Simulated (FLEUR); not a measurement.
# C (Fd-3m) in FLEUR: further runs, part 2 of 2

FLEUR MaX-R8.1 (later development tree). Earlier steps stand in the parts before.

## (6) Equation of state, LDA exchange alone (X-alpha), 5.90 Å³/atom (volume scaled by 1.04)

Input file inp.xml:

```xml
<?xml version="1.0" encoding="UTF-8" standalone="no"?>
<fleurInput fleurInputVersion="0.39">
   <comment>
      C                                                                                                   
   </comment>
   <calculationSetup>
      <cutoffs Kmax="5.34" Gmax="16.6" GmaxXC="16.6" numbands="0"/>
      <scfLoop itmax="60" minDistance="0.00001" maxIterBroyd="15" imix="Anderson" alpha="0.05" precondParam="0.0" spinf="2.0" sdNocoIR="T"/>
      <coreElectrons ctail="T" frcor="F" kcrel="0" coretail_lmax="0"/>
      <xcFunctional name="x-a" relativisticCorrections="F"/>
      <magnetism jspins="1"/>
      <soc l_soc="F" theta="0.0" phi="0.0" spav="F"/>
      <expertModes spex="0" secvar="F"/>
      <geometryOptimization l_f="F" forcealpha="1.0" forcemix="BFGS" epsdisp="0.00001" epsforce="0.00001"/>
      <ldaU l_linMix="F" mixParam="0.05" spinf="1.0"/>
   </calculationSetup>
   <cell>
      <bzIntegration valenceElectrons="8.0" mode="hist" fermiSmearingEnergy="0.00183747">
         <kPointListSelection listName="default-1"/>
         <!-- k-points included here -->
         <xi:include xmlns:xi="http://www.w3.org/2001/XInclude" href="kpts.xml"> </xi:include>
      </bzIntegration>
      <!-- symmetry operations included here -->
      <xi:include xmlns:xi="http://www.w3.org/2001/XInclude" href="sym.xml"> </xi:include>
      <bulkLattice scale="1.0131594038">
         <bravaisMatrix>
            <row-1>    0.0000000000000000     3.3700808788279017     3.3700808788279017</row-1>
            <row-2>    3.3700808788279017     0.0000000000000000     3.3700808788279017</row-2>
            <row-3>    3.3700808788279017     3.3700808788279017     0.0000000000000000</row-3>
         </bravaisMatrix>
      </bulkLattice>
   </cell>
   <atomSpecies>
      <species name="Carbon (C)" element="C" atomicNumber="6">
         <mtSphere radius="1.31" gridPoints="447" logIncrement="0.023"/>
         <atomicCutoffs lmax="8" lnonsphr="6"/>
         <electronConfig flipSpins="F">
            <coreConfig>(1s1/2)</coreConfig>
            <valenceConfig>(2s1/2) (2p1/2) (2p3/2)</valenceConfig>
            <stateOccupation state="(2p1/2)" spinUp="0.333333" spinDown="0.333333"/>
            <stateOccupation state="(2p3/2)" spinUp="0.666667" spinDown="0.666667"/>
         </electronConfig>
         <energyParameters s="2" p="2" d="3" f="4"/>
         <lo type="SCLO" l="0" n="2" eDeriv="2"/>
         <lo type="SCLO" l="1" n="2" eDeriv="2"/>
         <lo type="SCLO" l="2" n="3" eDeriv="2"/>
      </species>
   </atomSpecies>
   <atomGroups>
      <atomGroup species="Carbon (C)">
         <relPos label="                   1">-3.000/8.000 -3.000/8.000 -3.000/8.000</relPos>
         <relPos label="                   2">3.000/8.000 3.000/8.000 3.000/8.000</relPos>
         <force calculate="T" relaxXYZ="TTT"/>
      </atomGroup>
   </atomGroups>
   <output dos="F" band="F" slice="F">
      <checks vchk="F" cdinf="F"/>
      <bandDOS minEnergy="-.5*Htr" maxEnergy="0.5*Htr" sigma="0.015" storeEVData="T"/>
      <vacuumDOS vacdos="F" integ="F" star="F" nstars="0" locx1="0.0" locy1="0.0" locx2="0.0" locy2="0.0" nstm="0" tworkf="0.0"/>
      <unfoldingBand unfoldBand="F" supercellX="1" supercellY="1" supercellZ="1"/>
      <plotting iplot="0" polar="F">
         <plot TwoD="T" vec1="  1.0  0.0  0.0" vec2="  0.0  1.0  0.0" vec3="  0.0  0.0  1.0" zero="  0.0  0.0  0.0" file="plot"/>
      </plotting>
      <chargeDensitySlicing numkpt="0" minEigenval="0.0" maxEigenval="0.0" nnne="0" pallst="F"/>
      <specialOutput eonly="F"/>
      <moessbauerParams electricFieldGradient="T" isomerShift="T" coreHyperfine="T" valenceHyperfine="T"/>
      <magneticCircularDichroism mcd="F" energyLo="-10.0" energyUp="0.0"/>
   </output>
  <!-- We include the file relax.xml here to enable relaxations (see documentation) -->
  <xi:include xmlns:xi="http://www.w3.org/2001/XInclude" href="relax.xml"> <xi:fallback/> </xi:include>
</fleurInput>
```

Potentials or basis: all-electron, FLAPW.

Started as:

```sh
> inpgen -f crystal.txt -profile fastHighL
> # inp.xml edited to the form shown
> fleur_MPI
```

Wall time 10 s (1 thread of Arm Neoverse V1, shared host); peak memory 0.08 GiB.

The run converged. Its results:

```
Free energy                                           : -2036.0753 eV
Band gap on the k mesh                                : 3.92 eV, indirect (least direct gap 5.39 eV)
Valence electrons inside the program's atomic spheres : C 1.92 (radii C 1.31 bohr)
```

Caveat: an odd mesh through Γ misses points on the zone boundary, where band edges often lie.

## (7) Equation of state, LDA exchange alone (X-alpha), 6.01 Å³/atom (volume scaled by 1.06)

inp.xml: that of step 6 with these lines changed.

```diff
@@ -24,3 +24,3 @@
       <xi:include xmlns:xi="http://www.w3.org/2001/XInclude" href="sym.xml"> </xi:include>
-      <bulkLattice scale="1.0131594038">
+      <bulkLattice scale="1.0196128224">
          <bravaisMatrix>
```

Started as:

```sh
> inpgen -f crystal.txt -profile fastHighL
> # inp.xml edited to the form shown
> fleur_MPI
```

It took 11 s on 1 thread of Arm Neoverse V1, shared host; peak memory 0.08 GiB.

The run converged. Its results:

```
Free energy                                           : -2036.0557 eV
Band gap on the k mesh                                : 3.87 eV, indirect (least direct gap 5.34 eV)
Valence electrons inside the program's atomic spheres : C 1.90 (radii C 1.31 bohr)
```

Caveat: an odd mesh through Γ misses points on the zone boundary, where band edges often lie.

## (8) Equation of state, LDA exchange alone (X-alpha)

No new run: the results of the series are fitted here.

Results:

- Equilibrium volume: 5.75 Å³/atom
- Bulk modulus: 424 GPa
- Pressure derivative of the bulk modulus: 3.6 (rough: it moves with the points fitted)

Energy against volume, from the lowest point:
| volume (Å³/atom) | energy (meV/atom) |
| --- | --- |
| 5.332 | 44.08 |
| 5.445 | 22.00 |
| 5.672 | 0.00 |
| 5.899 | 3.25 |
| 6.012 | 13.05 |

## (9) How close it comes

Step 8. A measured bulk modulus of C is 444.8 GPa (quoted in “Equation of state of cubic boron nitride at high pressures and temperatures”, 2007, arxiv:cond-mat/0702656); the calculated 424 GPa misses it by -4.8 %. 3 values of this kind are on record (442 to 444.8 GPa); this one was drawn at random among those near their median, those with a stated uncertainty first. The fit is for a static lattice scaled at fixed shape and fixed fractional positions. The cell as given is a measured one (5.67 Å³/atom); LDA exchange alone (X-alpha) puts the equilibrium volume +1.4 % from it, thermal expansion not counted.
